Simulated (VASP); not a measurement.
# ZnO (zincite) (P6_3mc) in VASP: notebook, part 2 of 2

VASP 6.6.1. The steps go on from the part before.

## (3) Dielectric tensor, PBE

Contents of INCAR:

```
PREC     = Normal         # precision mode
ENCUT    = 400            # plane-wave cutoff, eV
EDIFF    = 1E-8           # SCF threshold, eV
ISMEAR   = 0              # smearing method
SIGMA    = 0.01           # smearing width, eV
LREAL    = False          # projectors in reciprocal space
LASPH    = True           # aspherical terms in the spheres
NELM     = 100            # most SCF steps
ALGO     = Normal         # electronic algorithm
ISIF     = 2              # what is computed and relaxed
LWAVE    = False          # write WAVECAR
LCHARG   = False          # write CHGCAR
GGA      = PE             # functional
LEPSILON = True           # dielectric tensor by DFPT
```

Contents of KPOINTS:

```
Automatic mesh
0
Gamma
  7 7 4
```

Contents of POSCAR:

```
ZnO
1.0
    3.2493080000      0.0000000000      0.0000000000
   -1.6246540000      2.8139832727      0.0000000000
    0.0000000000      0.0000000000      5.2057090000
Zn O
2 2
Direct
    0.6666666667      0.3333333333      0.0000000000
    0.3333333333      0.6666666667      0.5000000000
    0.3333333333      0.6666666667      0.8790100000
    0.6666666667      0.3333333333      0.3790100000
```

Potentials or basis: VASP PAW PBE potentials, release 64 (Zn, O).

Started as:

```
$ cat potpaw_PBE.64/Zn/POTCAR potpaw_PBE.64/O/POTCAR > POTCAR
$ mpirun -np 1 vasp_std > vasp.out
```

OUTCAR:

```text
PREC = Normal
   ENCUT = 400
   EDIFF = 1E-8
   ISMEAR = 0
   LREAL = False
   LASPH = True
   NELM = 100
   ISIF = 2
   GGA = PE
   LEPSILON = True

 Found     24 irreducible k-points:

 Following reciprocal coordinates:
            Coordinates               Weight
  0.000000  0.000000  0.000000      1.000000
  0.142857  0.000000  0.000000      6.000000
  0.285714  0.000000  0.000000      6.000000
  0.428571 -0.000000  0.000000      6.000000
  0.142857  0.142857  0.000000      6.000000
  0.285714  0.142857  0.000000     12.000000
   k-points           NKPTS =     24   k-points in BZ     NKDIM =     24   number of bands    NBANDS=     22
   number of dos      NEDOS =    301   number of ions     NIONS =      4
   total plane-waves  NPLWV =   7168
   dimension x,y,z NGX =    16 NGY =   16 NGZ =   28
   dimension x,y,z NGXF=    32 NGYF=   32 NGZF=   56
   ions per type =               2   2
   NGX,Y,Z   is equivalent  to a cutoff of   8.19,  8.19,  8.94 a.u.
   NGXF,Y,Z  is equivalent  to a cutoff of  16.37, 16.37, 17.88 a.u.
 SYSTEM =  unknown system
   PREC   = normal    normal or accurate (medium, high low for compatibility)
   ISTART =      0    job   : 0-new  1-cont  2-samecut
   ICHARG =      2    charge: 1-file 2-atom 10-const
   ISPIN  =      1    spin polarized calculation?
   LNONCOLLINEAR =      F non collinear calculations
   LSORBIT =      F    spin-orbit coupling
   LASPH  =      T    aspherical Exc in radial PAW
   ENCUT  =  400.0 eV  29.40 Ry    5.42 a.u.   5.30  5.30  8.49*2*pi/ulx,y,z
   NELM   =    100;   NELMIN=  2; NELMDL= -5     # of ELM steps
   EDIFF  = 0.1E-07   stopping-criterion for ELM
   LREAL  =      F    real-space projection
   EDIFFG = 0.1E-06   stopping-criterion for IOM
   NSW    =      0    number of steps for IOM
   IBRION =     -1    ionic relax: 0-MD 1-quasi-New 2-CG
   NFREE  =      0    steps in history (QN), initial steepest desc. (CG)
   ISIF   =      2    stress and relaxation
   ISYM   =      2    0-nonsym 1-usesym 2-fastsym
   POTIM  = 0.5000    time-step for ionic-motion
   TEBEG  =    0.0;   TEEND  =   0.0 temperature during run
   PSTRESS=    0.0 pullay stress
   NELECT =      36.0000    total number of electrons
   NUPDOWN=      -1.0000    fix difference up-down
   EMIN   =  10.00;   EMAX   =-10.00  energy-range for DOS
   EFERMI =   0.00;   METHOD = LEGACY
   ISMEAR =     0;   SIGMA  =   0.01  broadening in eV -4-tet -1-fermi 0-gaus
   EFERMI_NEDOS =   21; number of points for ismear=-14 and -15
   IALGO  =     38    algorithm
   IMIX   =      4    mixing-type and parameters
     AMIX     =   0.40;   BMIX     =  1.00
     AMIX_MAG =   1.60;   BMIX_MAG =  1.00
  volume/ion in A,a.u.               =      11.90        80.30
  Fermi-wavevector in a.u.,A,eV,Ry     =   1.491574  2.818667 30.270160  2.224794
  Thomas-Fermi vector in A             =   2.604212
   LORBIT       =      0    0 simple, 1 ext, 2 COOP (PROOUT), +10 PAW based schemes
   GGA     = PE    functional components
   LHFCALC =     F    Hartree Fock is set to
   AEXX    =    0.0000 exact exchange contribution
   IVDW    =     0    specifies the selected vdW correction
   LEPSILON=     T    determine dielectric tensor
   LRPA    =     F    only Hartree local field effects (RPA)
 non-spin polarized calculation
 Gauss-broadening in eV      SIGMA  =   0.01
  energy-cutoff  :      400.00
  volume of cell :       47.60
 maximum number of plane-waves:       876
   NGX = 11   NGY = 11   NGZ = 17

--------------------------------------- Ionic step        1  -------------------------------------------

[... 167 lines left out ...]
  external PRESSURE =      14.5678879 kB  Pullay stress =       0.0000000 kB

 VOLUME and BASIS-vectors are now :
 -----------------------------------------------------------------------------
  energy-cutoff  :      400.00
  volume of cell :       47.60
      direct lattice vectors                 reciprocal lattice vectors
     3.249308000  0.000000000  0.000000000     0.307757836  0.177684070  0.000000000
    -1.624654000  2.813983273  0.000000000     0.000000000  0.355368139  0.000000000
     0.000000000  0.000000000  5.205709000     0.000000000  0.000000000  0.192096792

 POSITION                                       TOTAL-FORCE (eV/Angst)
 -----------------------------------------------------------------------------------
      1.62465      0.93799      0.00000        -0.000000      0.000000     -0.074560
     -0.00000      1.87599      2.60285         0.000000      0.000000     -0.074560
     -0.00000      1.87599      4.57587         0.000000     -0.000000      0.074560
      1.62465      0.93799      1.97302        -0.000000     -0.000000      0.074560
 -----------------------------------------------------------------------------------
    total drift:                               -0.000068     -0.000118      0.001429

  FREE ENERGIE OF THE ION-ELECTRON SYSTEM (eV)
  ---------------------------------------------------
  free  energy   TOTEN  =       -17.8594577100 eV

  energy  without entropy=      -17.8594577100  energy(sigma->0) =      -17.85945771

 HEAD OF MICROSCOPIC STATIC DIELECTRIC TENSOR (INDEPENDENT PARTICLE, excluding Hartree and local field effects)
 ------------------------------------------------------
           7.226727     0.000000    -0.000000
           0.000000     7.226727     0.000000
          -0.000000     0.000000     6.891608
 ------------------------------------------------------

 Free energy of the ion-electron system (eV)
  ---------------------------------------------------
  ---------------------------------------------------
  free energy    TOTEN  =        -0.83989038 eV

  energy without entropy =       -0.83989038

------------------------ aborting loop because EDIFF is reached ----------------------------------------

--------------------------------------- Ionic step        2  -------------------------------------------

------------------------ aborting loop because EDIFF is reached ----------------------------------------

--------------------------------------- Ionic step        3  -------------------------------------------

 Free energy of the ion-electron system (eV)
  ---------------------------------------------------
  ---------------------------------------------------
  free energy    TOTEN  =        -0.79700717 eV

  energy without entropy =       -0.79700717

------------------------ aborting loop because EDIFF is reached ----------------------------------------

 PIEZOELECTRIC TENSOR FIELD DIRECTION 3  (e Angst)
 -----------------------------------------------------------------------------
     1.16617  0.00000 -0.00000           (  0.04534  0.00000 -0.00000)
     0.00000  1.16617  0.00000           (  0.00000  0.04534  0.00000)
    -0.00000 -0.00000 -2.35840           ( -0.00000  0.00000 -0.12012)

 PIEZOELECTRIC TENSOR FIELD DIRECTION 3  (C/m^2)
 -----------------------------------------------------------------------------
     0.39254  0.00000 -0.00000
     0.00000  0.39254  0.00000
    -0.00000 -0.00000 -0.79384

 MACROSCOPIC STATIC DIELECTRIC TENSOR (including local field effects in DFT)
 ------------------------------------------------------
           7.119490    -0.000000     0.000000
          -0.000000     7.119490     0.000000
           0.000000     0.000000     6.803393
 ------------------------------------------------------

 PIEZOELECTRIC TENSOR (including local field effects)  for field in x, y, z        (e  Angst)
          XX          YY          ZZ          XY          YZ          ZX
  --------------------------------------------------------------------------------
  x     0.00000     0.00000     0.00000     0.00000     0.00000     1.24088
  y    -0.00000    -0.00000     0.00000     0.00000     1.24088     0.00000
  z     1.16617     1.16617    -2.35840     0.00000     0.00000    -0.00000

 PIEZOELECTRIC TENSOR (including local field effects)  for field in x, y, z        (C/m^2)
          XX          YY          ZZ          XY          YZ          ZX
  --------------------------------------------------------------------------------
  x     0.00000     0.00000     0.00000     0.00000     0.00000     0.41768
  y    -0.00000    -0.00000     0.00000     0.00000     0.41768     0.00000
  z     0.39254     0.39254    -0.79384     0.00000     0.00000    -0.00000

 BORN EFFECTIVE CHARGES (including local field effects) (in |e|, cummulative output)
 ---------------------------------------------------------------------------------
 ion    1
    1     2.17538     0.00000     0.00000
    2     0.00000     2.17538     0.00000
    3     0.00000     0.00000     2.21229
 ion    2
    1     2.17538     0.00000     0.00000
    2     0.00000     2.17538     0.00000
    3     0.00000    -0.00000     2.21229
 ion    3
    1    -2.17538     0.00000     0.00000
    2     0.00000    -2.17538     0.00000
    3     0.00000     0.00000    -2.21229
 ion    4
    1    -2.17538     0.00000     0.00000
    2    -0.00000    -2.17538    -0.00000
    3    -0.00000    -0.00000    -2.21229
```

It took 74 s on 1 thread of Intel Xeon Platinum 8488C (Sapphire Rapids), shared host; peak memory 0.21 GiB.

These settings aren't checked as converged: the numbers below hold their error.

Results:

```
Band gap on the k mesh                  : 0.79 eV, direct
Electronic dielectric tensor (diagonal) : 7.12, 7.12, 6.80
Born charges (mean of the diagonal)     : Zn +2.19; O -2.19 e
```

Caveat: the cutoff is under 1.25 times the usual one of these potentials, so pressure, stress and relaxed cells hold a basis-set (Pulay) error.
